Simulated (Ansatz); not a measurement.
**C: pressure against volume**

One table from this session's results is given with a row withheld; the runs are named, their logs left out.

Program: Ansatz 0.2.0. Level of theory: DFT PBEsol, scalar-relativistic. These are calculated values, not measurements.

## The system as given

The structure is trigonal, space group R-3m (No. 166). The conventional cell has a = 2.460 Å, b = 2.460 Å, c = 33.450 Å, α = 90.00°, β = 90.00°, γ = 120.00°. C (site symmetry 3m) has 3 C at 1.42 Å as nearest neighbours.

As a file:

```xyz
4
Lattice="1.2300 0.7101 11.1500 -1.2300 0.7101 11.1500 0.0000 -1.4203 11.1500" Properties=species:S:1:pos:R:3 pbc="T T T"
C     0.0000    0.0000    1.6725
C     0.0000    0.0000   31.7775
C     0.0000    0.0000    9.4664
C     0.0000    0.0000   23.9837
```

Atoms are numbered in the order of the input: C1, C2, C3, C4.

The first run:

The input, input.yaml:

```yaml
crystal:
  lattice:
    - [1.2048903849, 0.695643788, 10.9223851122]
    - [-1.2048903849, 0.695643788, 10.9223851122]
    - [0.0, -1.3912875762, 10.9223851122]
  atoms:
    - { symbol: C, position: [0.05, 0.05, 0.05] }
    - { symbol: C, position: [0.95, 0.95, 0.95] }
    - { symbol: C, position: [0.283, 0.283, 0.283] }
    - { symbol: C, position: [0.717, 0.717, 0.717] }
kpoints:
  mp_grid: { grid: [15, 15, 15] }
  band_path:
    path:
      - [0.0, 0.0, 0.0]
      - [0.5, 0.5, 0.5]
      - [0.8306290786, 0.1693709214, 0.5]
      - [0.5, -0.1693709214, 0.1693709214]
      - [0.5, 0.0, 0.0]
      - [0.0, 0.0, 0.0]
      - [0.3346854607, -0.3346854607, 0.0]
      - [0.6653145393, 0.0, 0.3346854607]
      - [0.5, 0.0, 0.5]
    npoints: 5
scf:
  occupations: { method: fermi_dirac, width: 0.08 }
hamiltonian:
  xc: pbesol
  pseudopotentials: { kind: all_electron, lapw: { basis_error: 0.001 } }
output:
  forces: true
  stress: true
  eigenvalues: true
```

On the command line:

```bash
$ ansatz run input.yaml --threads 1 --pin off --max-ram 6144MiB --backend cpu --events-out ev --progress --plain --runs-dir out
```

Among the steps run: Volume × 0.94, LAPW; Volume × 0.94, PAW; Volume × 0.94, crystal datasets; Volume × 0.98, LAPW; Volume × 0.98, PAW; Volume × 0.98, crystal datasets; Volume × 1.01, LAPW; Volume × 1.01, PAW; Volume × 1.01, crystal datasets; Volume × 1.04, LAPW; Volume × 1.04, PAW; Volume × 1.04, crystal datasets.

One of the session's tables, all rows but one given; the rest of the session is left out.

It belongs to the step «The equation of state». 

```
          method  volume (Å³/atom)  largest force (eV/Å)
            LAPW            13.732                 0.198
            LAPW            14.317                 0.198
            LAPW            14.755                 0.197
            LAPW            15.193                 0.197
             PAW            13.732                 0.198
             PAW            14.317                 0.197
             PAW            14.755                 0.197
             PAW            15.193                     ?
crystal datasets            13.732                 0.198
crystal datasets            14.317                 0.198
crystal datasets            14.755                 0.197
crystal datasets            15.193                 0.197
```

**Question.** Estimate the row for PAW, 15.193.

The run gave: largest force (eV/Å): 0.196. In the column «largest force (eV/Å)» it is the lowest.

Limits of these values: Warnings in the runs' records: crystal datasets made.
